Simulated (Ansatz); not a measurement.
# Where Ga_C puts its levels in the gap of C (Fd-3m)

Wanted: the transition levels of a substitutional impurity in C (Fd-3m), from a cell of 128 host atoms with 1 C taken out and 1 Ga put in.

Main program and level: Ansatz 0.2.0; place-levels on PBEsol runs: charge-transition levels and formation energies with image-charge correction and potential alignment at the atomic sites.

Experimental background.

For C, diamond (bulk crystal), “Enhanced Electron Emission Performance and Air‐Surface Stability in ScO‐Terminated Diamond for Thermionic Energy Converters” (2024, pmc:11600692) quotes earlier work: band gap (experimental band gap used as input) 5.47 eV [Literature experimental gap used as input, no source or temperature given; indirect gap …].

Report form: the programs' logs are mostly left out.

## Step 1: The structure

The cell holds 128 atoms: 127 C and 1 Ga. Cell: a = 10.052 Å, b = 10.052 Å, c = 10.052 Å, α = 60.0°, β = 60.0°, γ = 60.0°. It derives from C (space group Fd-3m). Nearest the centre at fractional (0.500, 0.500, 0.500): Ga85 at 0.00 Å, C86 at 1.54 Å, C54 at 1.54 Å, C78 at 1.54 Å, C84 at 1.54 Å, C83 at 2.51 Å, C93 at 2.51 Å, C87 at 2.51 Å.

Screening for the image-charge correction: ε∞ = 5.87, ε0 = 5.87, from a response run on this crystal (DFPT, PBEsol) at that run's own cell.

The cell's shortest repeat is 10.1 Å.

## Step 2: What was run first

Levels follow from differences of total energies between charge states, each relaxed by itself.

Each atom starts 0.05 Å or so off its site in a random direction: a symmetric start keeps its symmetry, and would miss off-centre moves and Jahn–Teller distortions. Forces are taken at one point at (¼, ¼, ¼). The cell holds 2 electrons more than the neutral one, with a uniform background that keeps it neutral on the whole. The electron count is odd, so at least one spin is unpaired; this run locks the moment at 1 μB.

The sampling was tested on the host first: at the k-points planned (1x1x1 shifted 0.25 0.25 0.25) its energy lies 0.034 eV an atom from the dense-mesh value, so the final energies take a denser sampling.

One state's input; the others differ in charge, spin, start and seed, and in occupations where the table says so.

qm2_M1.relax/input.yaml reads:

```yaml
crystal:
  lattice:
    - [0.0, 7.107606, 7.107606]
    - [7.107606, 0.0, 7.107606]
    - [7.107606, 7.107606, 0.0]
  atoms:
    - { symbol: C, position: [0.0, 0.0, 0.0] }
    - { symbol: C, position: [0.0625, 0.0625, 0.0625] }
[... 50 atom lines left out ...]
    - { symbol: C, position: [0.25, 0.5, 0.5] }
    - { symbol: C, position: [0.3125, 0.5625, 0.5625] }
    - { symbol: C, position: [0.25, 0.5, 0.75] }
    - { symbol: C, position: [0.3125, 0.5625, 0.8125] }
[... 4 atom lines left out ...]
    - { symbol: C, position: [0.25, 0.75, 0.5] }
[... 15 atom lines left out ...]
    - { symbol: C, position: [0.5, 0.25, 0.5] }
    - { symbol: C, position: [0.5625, 0.3125, 0.5625] }
    - { symbol: C, position: [0.5, 0.25, 0.75] }
    - { symbol: C, position: [0.5625, 0.3125, 0.8125] }
[... 2 atom lines left out ...]
    - { symbol: C, position: [0.5, 0.5, 0.25] }
    - { symbol: C, position: [0.5625, 0.5625, 0.3125] }
    - { symbol: Ga, position: [0.5, 0.5, 0.5] }
    - { symbol: C, position: [0.5625, 0.5625, 0.5625] }
    - { symbol: C, position: [0.5, 0.5, 0.75] }
[... 3 atom lines left out ...]
    - { symbol: C, position: [0.5, 0.75, 0.25] }
    - { symbol: C, position: [0.5625, 0.8125, 0.3125] }
    - { symbol: C, position: [0.5, 0.75, 0.5] }
[... 15 atom lines left out ...]
    - { symbol: C, position: [0.75, 0.25, 0.5] }
[... 5 atom lines left out ...]
    - { symbol: C, position: [0.75, 0.5, 0.25] }
[... 1 atom line left out ...]
    - { symbol: C, position: [0.75, 0.5, 0.5] }
[... 10 atom lines left out ...]
    - { symbol: C, position: [0.8125, 0.8125, 0.8125] }
  host:
    repeats: [4, 4, 4]
    atoms:
      - { symbol: C, position: [0.0, 0.0, 0.0] }
      - { symbol: C, position: [0.25, 0.25, 0.25] }
total_charge: -2
basis:
  ecutwfc: 420
  xc_grid: 2
hamiltonian:
  xc: pbesol
kpoints:
  mp_grid: { grid: [1, 1, 1], shift: [0.25, 0.25, 0.25] }
magnetization:
  spin_polarized: true
  initial_magnetization: 1
  spin_locking: { lock_magnetization: hard }
scf:
  occupations: { method: fixed }
  max_iter: 60
output:
  forces: true
  charged_corrections:
    epsilon: 5.87
    static_epsilon: 5.87
    defect_position: [0.5, 0.5, 0.5]
relax:
  f_tol: 0.02
  max_steps: 80
  random_displacement: { amplitude: 0.05, seed: 3441 }
checkpoint:
  write: "../qm2_M1.relax.run"
  compress: false
  write_wavefunctions: true
  write_every: 100000
```

The run is started by

```bash
$ ansatz run input.yaml --threads 8 --pin off --max-ram 22609MiB --backend cpu --events-out ev --progress --plain --runs-dir out
```

Defect states can disperse in a cell of this size, so the energy is taken again at a 2×2×2 shifted mesh, on the relaxed structure.

The run of this state that the levels use, under PBEsol:

qm2_M1.point/input.yaml reads:

```yaml
crystal:
  checkpoint: "../qm2_M1.relax.run"
  host: checkpoint
total_charge: -2
basis:
  ecutwfc: 420
  xc_grid: 2
hamiltonian:
  xc: pbesol
kpoints:
  mp_grid: { grid: [2, 2, 2], shift: [0.5, 0.5, 0.5] }
magnetization:
  spin_polarized: true
  initial_magnetization: 1
  spin_locking: { lock_magnetization: hard }
scf:
  occupations: { method: fermi_dirac, width: 0.01 }
  max_iter: 60
output:
  forces: true
  eigenvalues: true
  charged_corrections:
    epsilon: 5.87
    static_epsilon: 5.87
    defect_position: [0.5, 0.5, 0.5]
  eigenstates: { localisation: true }
  populations: true
  efg: {}
checkpoint:
  read: "../qm2_M1.relax.run"
  write: "../qm2_M1.point.run"
  compress: false
  write_wavefunctions: false
  write_every: 100000
```

Relaxations under PBEsol at one point at (¼, ¼, ¼); times on 8 threads of Arm Neoverse V2, shared host:

```tsv
charge	moment (μB)	occupations	outcome	steps	largest displacement against the far atoms (Å)	time
−2	1	fixed	converged	7	0.24	3.1 min
−1	0	fixed	converged	6	0.24	84 s
0	1	fixed	converged	12	0.26	4.9 min
+1	0	fixed	not converged	-	-	48 s
+1	0	fermi-dirac	converged	14	0.27	2.8 min
+1	2	fixed	converged	8	0.26	2.5 min
```

Single points under PBEsol at a 2×2×2 shifted mesh; times on 8 threads of Arm Neoverse V2, shared host:

```tsv
charge	moment (μB)	occupations	outcome	time
−2	1	fermi-dirac	converged	2.7 min
−1	0	fermi-dirac	converged	70 s
0	1	fermi-dirac	converged	2.8 min
+1	0	fermi-dirac	converged	74 s
+1	2	fermi-dirac	converged	2.8 min
```

Distances (Å) from Ga85 to the nearest atoms after relaxation with PBEsol:

```tsv
charge	moment (μB)	1.	2.	3.	4.	5.	6.
−2	1	C 1.78	C 1.78	C 1.78	C 1.78	C 2.56	C 2.56
−1	0	C 1.78	C 1.78	C 1.78	C 1.78	C 2.56	C 2.56
0	1	C 1.77	C 1.78	C 1.78	C 1.82	C 2.53	C 2.53
+1	0	C 1.76	C 1.78	C 1.78	C 1.85	C 2.51	C 2.51
+1	2	C 1.76	C 1.81	C 1.81	C 1.81	C 2.55	C 2.55
```

## Step 3: Levels against the band edges, PBEsol

A charged cell interacts with its images and the background, and its potential has another zero than the host's. place-levels removes the first by a point-charge model, screened by the static dielectric constant since the ions have relaxed around the charge, and the second by comparing potentials at atoms far from the defect.

The host is a run of the defect-free crystal in the same cutoffs, grids and k-points, so that basis and sampling errors cancel in part in the differences. The host is run in a cell of 2 atoms on a matching mesh. Its band edges are searched through the zone by a band path, so the gap is smaller than, or equal to, that on the mesh. Chemical potentials are energies per atom of C (diamond) and Ga (alpha-Ga (Cmce)), run with the same functional and cutoff. Carbon is taken as diamond, which semilocal functionals can put about 0.1 eV an atom over graphite.

levels.point.yaml reads:

```yaml
host:
  run: host.point.run
states: [qm2_M1.point.run, qm1.point.run, q0_M1.point.run, qp1.point.run, qp1_M2.point.run]
geometry_from:
  qm2_M1.point.run: qm2_M1.relax.run
  qm1.point.run: qm1.relax.run
  q0_M1.point.run: q0_M1.relax.run
  qp1.point.run: qp1.relax_smeared.run
  qp1_M2.point.run: qp1_M2.relax.run
  host.point.run: host.relax.run
chemical_potentials:
  C:
    energy: -246.667945
    dataset: <sha256 of the dataset>
  Ga:
    energy: -3743.200989
    dataset: "<sha256 of the dataset>"
epsilon: 5.87
static_epsilon: 5.87
vertical:
  - { from: qm2_M1.point.run, to: qm2_M1.point_neutral.run }
  - { from: qm1.point.run, to: qm1.point_neutral.run }
  - { from: qp1.point.run, to: qp1.point_neutral.run }
  - { from: qp1_M2.point.run, to: qp1_M2.point_neutral.run }
```

The run is started by

```bash
$ ansatz place-levels levels.point.yaml -- --threads 8 --pin off --max-ram 22609MiB
```

Elapsed: 0.85 s, on 8 threads of Arm Neoverse V2, shared host.

Levels between the charges placed, in eV above the valence top:

```tsv
	gap (eV)	(+1/0)	(0/−1)	(−1/−2)
PBEsol	4.02	-0.04	0.80	4.04
```

Corrections by state:

```tsv
charge	moment (μB)	image terms and alignment (eV)	band filling (eV)	ε used	over the lowest of its charge, as the program ranks them, band filling apart (eV)
+1	0.0	0.442	-0.083	5.87	0.000
0	1.0	0.000	-	-	0.000
−1	0.0	0.191	-	5.87	0.000
−2	1.0	0.872	-1.139	5.87	0.000
+1	2.0	0.463	-	5.87	0.050
```

The charged structures listed were also run neutral, and place-levels reads from each pair, by the potential or the spins, how wide the charge is by which they differ; that can be the carrier of either run.

```tsv
charge	rms radius (Å)	spread where it is widest against the cell (Å)	wide from (Å)	reading
+1	3.5	2.29	1.42	wide
−1	2.6	1.52	1.42	wide
−2	3.9	2.25	1.42	wide
```

The neutral runs of these pairs need not share the spin of the lowest neutral state, and very wide values only mean spread over the cell.

From the program's caveats on the states, each cut to its opening words:

- charge +1: it parts from the run at its places by a charge that spreads by about 2.3 Å along one vector (1.4 Å or more is wide), by its potential at epsilon 5.87, taken [...]
- charge +1: a band-filling correction moves a carrier to the host's band edge, which changes its energy by -0.083 eV
- charge +1: its alignment with the host at atomic sites is doubtful: the mean over the far sites moves by +0.0514 eV from their farther parts to their nearer, more than [...]
- charge −1, +1 (2 μB): it parts from the run at its places by a charge that spreads by about 1.5 Å along one vector (1.4 Å or more is wide), by its potential at epsilon 5.87, taken [...]
- charge −2 (1 μB): it parts from the run at its places by a charge that spreads by about 2.2 Å along one vector (1.4 Å or more is wide), by its potential at epsilon 5.87, taken [...]
- charge −2 (1 μB): a band-filling correction moves a carrier to the host's band edge, which changes its energy by -1.139 eV
- charge −2 (1 μB): its moments are held at its close (magnetization.spin_locking), by a field of 0.004 eV a Bohr magneton, and its energy and levels are of the state that this [...]
- charge +1 (2 μB): its moments are held at its close (magnetization.spin_locking), by a field of 0.112 eV a Bohr magneton, and its energy and levels are of the state that this [...]

Chemical potentials of the elements' reference phases, run alike. Formation energy by charge state (elemental references; gap 4.02 eV):

```tsv
charge	at valence top (eV)	at conduction bottom (eV)	correction included (eV)
+1	8.71	12.73	0.36
0	8.67	8.67	0.00
−1	9.47	5.46	0.19
−2	13.52	5.48	-0.27
```

```tsv
Fermi level (eV)	lowest formation energy (eV)
0.00	8.67
0.36	8.67
0.73	8.67
1.09	8.38
1.46	8.01
1.82	7.65
2.19	7.28
2.56	6.92
2.92	6.55
3.29	6.19
3.65	5.82
4.02	5.46
```

## Step 4: What a wrong or other choice does

In this try the input is made faulty on purpose, to show what that does.

Another version of the file is tried.

levels.try0.yaml is levels.point.yaml with these lines changed:

```diff
-states: [qm2_M1.point.run, qm1.point.run, q0_M1.point.run, qp1.point.run, qp1_M2.point.run]
+states: [qm2_M1.relax.run, qm1.point.run, q0_M1.point.run, qp1.point.run, qp1_M2.point.run]
-  qm2_M1.point.run: qm2_M1.relax.run
```

The run is started by

```bash
$ ansatz place-levels levels.try0.yaml -- --threads 8 --pin off --max-ram 22609MiB
```

The change: a state from another k-mesh.

No levels were formed: the file was rejected.

## Step 5: What came out

| Quantity | Value |
| --- | --- |
| gap of the host | 4.02 eV (PBEsol) |
| level (plus 1/0) | 0.04 eV below the valence top (-0.13 eV above the valence top without the band-filling term) |
| level (0/minus 1) | 0.80 eV above the valence top |
| level (minus 1/minus 2) | 4.04 eV above the valence top, past the conduction bottom (5.18 eV above the valence top without the band-filling term) |
| lowest of the charges placed, just above the valence top (0.02 eV) | 0 |
| lowest of the charges placed, just below the conduction bottom (0.02 eV) | −1 |
| lowest formation energy at mid-gap of the charges run, elemental references | 7.47 eV |

What this shows: Of the charges placed (−2, −1, 0 and +1), the lowest changes at 0.80 eV (0/−1) above the valence top, in a gap of 4.02 eV. States placed: +1 at 0 μB and 2 μB; 0 at 1 μB; −1 at 0 μB; −2 at 1 μB. Other spin states or structures, where not listed, weren't placed. The program finds carriers beyond a band edge of the host and adds a band-filling term at charge −2 (-1.14 eV) and +1 (-0.08 eV); steps to such a charge show no bound level, and a defect level inside a band would be read the same way. Ga is taken at its element; compounds, which aren't counted here, bound the chemical potentials and would shift these formation energies. The program doubts the alignment of potentials for at least one state, a sign that the cell is small. Keep in mind: PBEsol makes the gap too small and tends to spread out bound carriers; force components of up to 0.81 eV/Å remain in a run at the final settings.

Calculation against experiment:

```
                             quantity  measured           PBEsol
band gap (least gap of the host) (eV)      5.47  4.02 (-1.45 eV)
```

Measured values from pmc:11600692 (2024).

Verdict: The band gap is off by -1.45 eV: a clear miss. Local and semilocal functionals usually give gaps below the measured ones. Zero-point and thermal motion shift the measured gap.

[Logs are printed without paths, hosts, clocks, repeated set-up lines and the standing remarks that a program may print on its own settings, such as how far it seeks lower states.]

[Hosts, paths, dates, database ids (printed as entryN), source tags and the programs' standing remarks are cut or masked in the printed files.]

[Where a table of states has a column of steps, it counts the stored structures, which are thinned; the runs took as many ionic steps or more.]

[A defect's name tells the site on which it was built; relaxed atoms can leave that site.]

[For some hosts the program warned that the k-mesh of the response run may be too coarse for force constants and the static dielectric constant; such warnings are not shown here.]
